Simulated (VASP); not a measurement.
# PbF2: single point with r2SCAN

PbF2:

```
CELL_PARAMETERS angstrom
4.04263 0.00000 0.00000
-2.02132 3.50102 0.00000
0.00000 0.00000 5.15980
ATOMIC_POSITIONS crystal
Pb 0.33333 0.66667 0.25000
Pb 0.66667 0.33333 0.75000
F 0.00000 0.00000 0.00000
F 0.00000 0.00000 0.50000
F 0.33333 0.66667 0.75000
F 0.66667 0.33333 0.25000
```

The cell was built by a generator and needn't be a form met in nature.

The cell isn't the ideal one: cell and atoms relaxed at 25 GPa.

```yaml
Program: VASP 6.6.1
Task: single point
Functional: r2SCAN
Potentials_or_basis: VASP PAW PBE potentials, release 64 (Pb_d, F)
Cutoff: 520 eV
k_mesh: 9 × 9 × 6
Occupations: gaussian, width 0.01 eV
Spin: no spin polarisation
Dipole_correction: no
Further_INCAR_settings: ALGO = Normal; EDIFF = 1e-07; NBANDS = 37
```

```yaml
Pressure: 25.2 GPa
Band_gap_on_the_k_mesh: 4.67 eV, indirect (least direct gap 4.86 eV)
```

Stress tensor (GPa, compression positive):
```
25.38  0.00  0.00
 0.00 25.38  0.00
 0.00  0.00 24.89
```

Levels at points of the mesh, in eV from the valence-band top:
```
           k point  band 24  band 25  band 26  band 27  band 28  band 29  band 30  band 31  band 32  band 33
(0.00, 0.00, 0.00)    -3.01    -2.62    -2.62    -1.27    -1.04     5.36     6.85     6.85     9.83     9.83
(0.00, 0.00, 0.50)    -2.92    -2.92    -2.92    -0.97    -0.97     6.26     6.26     7.90     7.90     7.90
```

Run time: 5.5 min on 1 thread of Intel(R) Xeon(R) 6975P-C (Granite Rapids), on a shared host, peak memory 0.26 GiB.

Caveat: so large a pressure means that the cell lies far from this level's equilibrium, or that cutoff or potentials fall short; the potentials were made for another functional, which shifts forces and pressure; spin-orbit coupling is left out, which as a rule narrows the gap of such compounds by several tenths of an eV; an odd mesh through Γ misses points on the zone boundary, where band edges often lie.
